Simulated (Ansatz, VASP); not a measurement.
# One calculation of GaP, two programs

Contents of INCAR:

```
SYSTEM = GaP
PREC     = Accurate       ! precision mode
ENCUT    = 520            ! plane-wave cutoff, eV
EDIFF    = 1E-6           ! SCF threshold, eV
ISMEAR   = -1             ! smearing method
SIGMA    = 0.05           ! smearing width, eV
LREAL    = .FALSE.        ! projectors in reciprocal space
LASPH    = .TRUE.         ! aspherical terms in the spheres
NELM     = 100            ! most SCF steps
ALGO     = Normal         ! electronic algorithm
ISIF     = 2              ! what is computed and relaxed
LWAVE    = .FALSE.        ! write WAVECAR
LCHARG   = .FALSE.        ! write CHGCAR
GGA      = PE             ! functional
NBANDS   = 16             ! bands
```

KPOINTS

```
regular mesh
0
G
  4 4 4
  0 0 0
```

Contents of POSCAR:

```
GaP
1.0
    0.0000000000      2.7252500000      2.7252500000
    2.7252500000      0.0000000000      2.7252500000
    2.7252500000      2.7252500000      0.0000000000
Ga P
1 1
Direct
    0.0000000000      0.0000000000      0.0000000000
    0.7500000000      0.7500000000      0.7500000000
```

File input.yaml:

```yaml
crystal:
  lattice:
    - [0.0, 2.72525, 2.72525]
    - [2.72525, 0.0, 2.72525]
    - [2.72525, 2.72525, 0.0]
  atoms:
    - { symbol: Ga, position: [0.0, 0.0, 0.0] }
    - { symbol: P, position: [0.75, 0.75, 0.75] }
kpoints:
  mp_grid: { grid: [4, 4, 4] }
scf:
  occupations: { method: fermi_dirac, width: 0.05 }
hamiltonian:
  xc: pbe
  pseudopotentials: { kind: all_electron, datasets: crystal }
output:
  forces: true
  stress: true
  eigenvalues: true
  elf: true
  volumetric_format: npy
```

Alike in both runs: task single point; functional PBE; k mesh 4 × 4 × 4; occupations fermi-dirac, width 0.05 eV; no spin polarisation.

|  | VASP | Ansatz |
| --- | --- | --- |
| version | VASP 6.6.1 | Ansatz 0.2.0 |
| potentials or method | VASP PAW PBE potentials, release 64 (Ga_d, P) | all-electron PAW datasets made for the crystal |
| plane-wave cutoff (eV) | 520 | see its input |

```csv
,VASP,Ansatz,Ansatz less VASP
gap on the k mesh at the Fermi level (eV),1.63,1.63,+0.002
least direct gap on the mesh (eV),1.82,1.82,+0.005
pressure (GPa),2.8,2.9,+0.05
```

Ansatz ran all-electron here, so the differences hold the error of VASP's frozen core and of both bases.

Caveats: the k mesh is coarse (spacing up to 0.50 Å⁻¹), so the values aren't converged. PBE gaps usually lie below the measured ones, often by a third to a half. A k mesh can miss the band edges.
